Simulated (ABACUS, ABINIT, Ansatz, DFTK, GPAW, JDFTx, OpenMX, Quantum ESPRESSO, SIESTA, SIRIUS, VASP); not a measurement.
SrO: programs and potentials compared

```
Sr O
1.0
     0.00000    2.56630    2.56630
     2.56630    0.00000    2.56630
     2.56630    2.56630    0.00000
Sr O
1 1
Cartesian
  2.5663 2.5663 2.5663
  0.0000 0.0000 0.0000
```

Alike in all runs: task single point; functional PBE; k mesh 9 × 9 × 9; occupations fermi-dirac, width 0.05 eV; no spin polarisation; no spin-orbit coupling. Pressure is positive in compression and, in plane waves, holds the error of the finite cutoff, which Ansatz's Pulay term estimates and takes out.

```tsv
program and potentials	plane-wave cutoff (eV)	notes	pressure (GPa)
DFTK, PseudoDojo SR PBE 0.4.1 standard (PBE)	1143	-	3.10
ABINIT, JTH PAW PBE v2.0	626	-	?
ABACUS, PseudoDojo NC SR 0.4.1 PBE standard, plane waves	1143	-	3.10
Ansatz, all-electron LAPW, scalar-relativistic	-	-	3.33
JDFTx, PseudoDojo-SR-PBE-0.5-standard	1143	-	3.10
SIESTA, files PseudoDojo sr-pbe-0.4.1-standard, DZP (energy shift 0.003 Ry; two zetas on semicore shells; d shell added on Sr)	-	atomic basis	4.12
OpenMX, OpenMX 2013 PBE set, Sr10.0-s3p2d2, O6.0-s2p2d1, grid cutoff 350 Ry	-	atomic basis	3.08
VASP, PBE PAW files O, Sr_sv, 520 eV	520	-	3.92
Ansatz, Ansatz PAW (earlier soft set)	420	Pulay term of +0.22 GPa included	3.34
Quantum ESPRESSO, SSSP 1.3 efficiency PBE	748	-	3.24
SIRIUS, PseudoDojo 0.4.1 PBE standard (scalar relativistic)	1152	-	3.10
GPAW, GPAW PAW data sets (gpaw-data 1.2.1)	800	-	3.83
```

Task: Estimate from the other rows what the run with ABINIT, JTH PAW PBE v2.0 gave.

Result: Pressure 3.05 GPa. The other rows, which needn't bracket it: pressure 3.08 to 4.12.
